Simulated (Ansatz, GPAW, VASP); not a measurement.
# GaSb: 4 runs at one level of theory

```
CELL_PARAMETERS angstrom
0.00000 3.05900 3.05900
3.05900 0.00000 3.05900
3.05900 3.05900 0.00000
ATOMIC_POSITIONS crystal
Sb 0.75000 0.75000 0.75000
Ga 0.00000 0.00000 0.00000
```

Alike in all runs: task single point; functional PBE; k mesh 8 × 8 × 8; occupations gaussian, width 0.012 eV; no spin polarisation; no spin-orbit coupling. Pressure is positive in compression and, in plane waves, holds the error of the finite cutoff, which Ansatz's Pulay term estimates and takes out.

| program and potentials | plane-wave cutoff (eV) | notes | band gap (eV) | pressure (GPa) |
| --- | --- | --- | --- | --- |
| Ansatz, Ansatz PAW | 420 | 14 valence electrons an atom on average; Pulay term of +0.04 GPa included | 0.03 | 2.29 |
| Ansatz, all-electron LAPW, scalar-relativistic | - | - | 0.04 | 2.29 |
| GPAW, GPAW PAW data sets (gpaw-data 1.2.1) | 600 | 9 valence electrons an atom on average | 0.09 | 2.31 |
| VASP, PBE PAW files Ga_d, Sb, 520 eV | 520 | 9 valence electrons an atom on average | 0.04 | 2.37 |

The band gap spans 0.03 (Ansatz, Ansatz PAW) to 0.09 eV (GPAW, GPAW PAW data sets (gpaw-data 1.2.1)), with all-electron results at 0.04. The pressure spans 2.29 (Ansatz, Ansatz PAW) to 2.37 GPa (VASP, PBE PAW files Ga_d, Sb, 520 eV), with all-electron results at 2.29. Spin-orbit coupling, left out here, moves the band edges of heavy atoms.

Differences between rows come from potentials, basis sets and numerical settings, since the functional is the same but for its coding. Runs on potential files found faulty are left out.
